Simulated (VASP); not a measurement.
# KF (Fm-3m) in VASP: phonons with PBE

Aim: the phonons of KF with PBE.

Everything below comes from runs of VASP 6.6.1. Logs are shortened: lines on timing, memory, paths and dates and some standing lists are left out, and cuts for length are marked.

## Step 1: The structure

The structure is cubic, space group Fm-3m (No. 225). The conventional cell has a = 5.421 Å, b = 5.421 Å, c = 5.421 Å, α = 90.00°, β = 90.00°, γ = 90.00°. Around K (site symmetry m-3m) lie 6 F at 2.71 Å. Around F (site symmetry m-3m) lie 6 K at 2.71 Å.

The cell is a database's computed one.

## Step 2: Phonons, PBE

Contents of INCAR:

```
PREC = Accurate ; ENCUT = 520
EDIFF = 1E-8 ; ISMEAR = 0
SIGMA = 0.01 ; LREAL = F
LASPH = T ; NELM = 100
ALGO = Fast ; ISIF = 2
LWAVE = F ; LCHARG = T
GGA = PE ; IBRION = 8
NSW = 1 ; LEPSILON = T
```

Contents of KPOINTS:

```
Automatic mesh
0
Gamma
  8 8 8
```

Contents of POSCAR:

```
KF
1.0
    0.0000000000      2.7103322708      2.7103322708
    2.7103322708      0.0000000000      2.7103322708
    2.7103322708      2.7103322708      0.0000000000
K F
1 1
Direct
    0.0000000000      0.0000000000      0.0000000000
    0.5000000000      0.5000000000      0.5000000000
```

Potentials or basis: VASP PAW PBE potentials, release 64 (K_sv, F).

Command:

```sh
cat potpaw_PBE.64/K_sv/POTCAR potpaw_PBE.64/F/POTCAR > POTCAR
mpirun -np 1 vasp_std > vasp.out
```

OUTCAR:

```text
PREC = Accurate
   ENCUT = 520
   EDIFF = 1E-8
   ISMEAR = 0
   LREAL = F
   LASPH = T
   NELM = 100
   ISIF = 2
   GGA = PE
   IBRION = 8
   NSW = 1
   LEPSILON = T

 ion  position               nearest neighbor table
   1  0.000  0.000  0.000-   2 2.71   2 2.71   2 2.71   2 2.71   2 2.71   2 2.71
   2  0.500  0.500  0.500-   1 2.71   1 2.71   1 2.71   1 2.71   1 2.71   1 2.71

  LATTYP: Found a face centered cubic cell.
 ALAT       =     5.4206645416

  Lattice vectors:

 A1 = (   0.0000000000,   2.7103322708,   2.7103322708)
 A2 = (   2.7103322708,   0.0000000000,   2.7103322708)
 A3 = (   2.7103322708,   2.7103322708,   0.0000000000)

Analysis of symmetry for initial positions (statically):
=====================================================================
 Subroutine PRICEL returns:
 Original cell was already a primitive cell.

 Routine SETGRP: Setting up the symmetry group for a
 face centered cubic supercell.

 Subroutine GETGRP returns: Found 48 space group operations
 (whereof 48 operations were pure point group operations)
 out of a pool of 48 trial point group operations.

The static configuration has the point symmetry O_h .

Analysis of symmetry for dynamics (positions and initial velocities):
=====================================================================
 Subroutine PRICEL returns:
 Original cell was already a primitive cell.

 Routine SETGRP: Setting up the symmetry group for a
 face centered cubic supercell.

 Subroutine GETGRP returns: Found 48 space group operations
 (whereof 48 operations were pure point group operations)
 out of a pool of 48 trial point group operations.

The dynamic configuration has the point symmetry O_h .

 Subroutine INISYM returns: Found 48 space group operations
 (whereof 48 operations are pure point group operations),
 and found     1 'primitive' translations

----------------------------------------------------------------------------------------

[... 595 lines left out ...]

 MACROSCOPIC STATIC DIELECTRIC TENSOR (including local field effects in DFT)
 ------------------------------------------------------
           1.955270    -0.000000     0.000000
          -0.000000     1.955270     0.000000
           0.000000    -0.000000     1.955270
 ------------------------------------------------------

 PIEZOELECTRIC TENSOR (including local field effects)  for field in x, y, z        (e  Angst)
          XX          YY          ZZ          XY          YZ          ZX
  --------------------------------------------------------------------------------
  x     0.00000     0.00000     0.00000     0.00000     0.00000     0.00000
  y     0.00000     0.00000     0.00000     0.00000     0.00000     0.00000
  z     0.00000     0.00000     0.00000     0.00000     0.00000     0.00000

 PIEZOELECTRIC TENSOR (including local field effects)  for field in x, y, z        (C/m^2)
          XX          YY          ZZ          XY          YZ          ZX
  --------------------------------------------------------------------------------
  x     0.00000     0.00000     0.00000     0.00000     0.00000     0.00000
  y     0.00000     0.00000     0.00000     0.00000     0.00000     0.00000
  z     0.00000     0.00000     0.00000     0.00000     0.00000     0.00000

 BORN EFFECTIVE CHARGES (including local field effects) (in |e|, cummulative output)
 ---------------------------------------------------------------------------------
 ion    1
    1     1.13255     0.00000     0.00000
    2    -0.00000     1.13255     0.00000
    3    -0.00000     0.00000     1.13255
 ion    2
    1    -1.13255    -0.00000    -0.00000
    2     0.00000    -1.13255    -0.00000
    3     0.00000    -0.00000    -1.13255

 INTERNAL STRAIN TENSOR FOR ION    2 for displacements in x,y,z  (eV/Angst):
          X           Y           Z          XY          YZ          ZX
  --------------------------------------------------------------------------------
  x     0.00000     0.00000     0.00000     0.00000     0.00000     0.00000
  y     0.00000     0.00000     0.00000     0.00000     0.00000     0.00000
  z     0.00000     0.00000     0.00000     0.00000     0.00000     0.00000

 SECOND DERIVATIVES (NOT SYMMETRIZED)
 ------------------------------------
               1X          1Y          1Z          2X          2Y          2Z
  1X    -1.330555    0.000000    0.000000    1.330555    0.000000    0.000000
  1Y     0.000000   -1.330555    0.000000    0.000000    1.330555    0.000000
  1Z     0.000000    0.000000   -1.330555    0.000000    0.000000    1.330555
  2X     1.298154    0.000000    0.000000   -1.298154    0.000000    0.000000
  2Y     0.000000    1.298154    0.000000    0.000000   -1.298154    0.000000
  2Z     0.000000    0.000000    1.298154    0.000000    0.000000   -1.298154

 Eigenvectors and eigenvalues of the dynamical matrix
 ----------------------------------------------------

   1 f  =    5.001823 THz    31.427378 2PiTHz  166.842844 cm-1    20.685867 meV
             X         Y         Z           dx          dy          dz
      0.000000  0.000000  0.000000     0.576602   -0.000000    0.000000
      2.710332  2.710332  2.710332    -0.817025   -0.000000   -0.000000
[... 21 lines left out ...]
   6 f/i=    0.029045 THz     0.182494 2PiTHz    0.968831 cm-1     0.120120 meV
             X         Y         Z           dx          dy          dz
      0.000000  0.000000  0.000000     0.265257   -0.460891   -0.620280
      2.710332  2.710332  2.710332     0.187201   -0.325267   -0.437753

--------------------------------------------------------------------------------------------------------

 MACROSCOPIC STATIC DIELECTRIC TENSOR IONIC CONTRIBUTION
 ------------------------------------------------------
           4.434388     0.000000     0.000000
           0.000000     4.434388    -0.000000
           0.000000    -0.000000     4.434388
 ------------------------------------------------------

 ELASTIC MODULI CONTR FROM IONIC RELAXATION (kBar)
 Direction    XX          YY          ZZ          XY          YZ          ZX
 --------------------------------------------------------------------------------
 XX           0.0000      0.0000      0.0000      0.0000      0.0000      0.0000
 YY           0.0000      0.0000      0.0000      0.0000      0.0000      0.0000
 ZZ           0.0000      0.0000      0.0000      0.0000      0.0000      0.0000
 XY           0.0000      0.0000      0.0000      0.0000      0.0000      0.0000
 YZ           0.0000      0.0000      0.0000      0.0000      0.0000      0.0000
 ZX           0.0000      0.0000      0.0000      0.0000      0.0000      0.0000
 --------------------------------------------------------------------------------

 PIEZOELECTRIC TENSOR IONIC CONTR  for field in x, y, z        (C/m^2)
          XX          YY          ZZ          XY          YZ          ZX
  --------------------------------------------------------------------------------
  x     0.00000     0.00000     0.00000     0.00000     0.00000     0.00000
  y     0.00000     0.00000     0.00000     0.00000     0.00000     0.00000
  z     0.00000     0.00000     0.00000     0.00000     0.00000     0.00000
```

stdout:

```text
POSCAR found type information on POSCAR K F
 POSCAR found :  2 types and       2 ions
 scaLAPACK will be used
 LDA part: xc-table for (Slater+PW92), standard interpolation
 POSCAR, INCAR and KPOINTS ok, starting setup
 FFT: planning ... GRIDC
 FFT: planning ... GRID_SOFT
 FFT: planning ... GRID
 WAVECAR not read
 entering main loop
[... 27 lines left out ...]
  Direction:   3
 dielectric tensor                  component  3 :    -0.005     0.011     1.955
 Linear response DOF=           2
 Linear response progress:
 first order change of Fermi-energy   0.51790E-03
 force on displaced ion       1 direction 1 :  -1.331   0.000   0.000
 Born effective charge ion    1 direction 1 :   1.132   0.000   0.000
 Linear response progress:
 first order change of Fermi-energy  -0.32009E-03
 force on displaced ion       2 direction 1 :  -1.298   0.000   0.000
 Born effective charge ion    2 direction 1 :  -1.133   0.000   0.000
 Born effective charges drift removed
 Linear response finished
```

It took 3.6 min on 1 thread of Intel Xeon 6975P-C (Granite Rapids), shared host; peak memory 0.23 GiB.

What came out:

- Electronic dielectric tensor (diagonal): 1.96
- Born charges (mean of the diagonal): K +1.13; F -1.13 e
- Highest phonon frequency at Γ, LO-TO splitting left out: 167 cm⁻¹

Phonon frequencies in cm⁻¹ (negative: imaginary):
```tsv
q point	frequencies
(0.000, 0.000, 0.000)	-1 -1 -1 167 167 167
```

Electronic dielectric tensor:
```
1.96 0.00 0.00
0.00 1.96 0.00
0.00 0.00 1.96
```

Born effective charge tensors (e):
atom 1, K
```
1.13 0.00 0.00
0.00 1.13 0.00
0.00 0.00 1.13
```
atom 2, F
```
-1.13  0.00  0.00
 0.00 -1.13  0.00
 0.00  0.00 -1.13
```
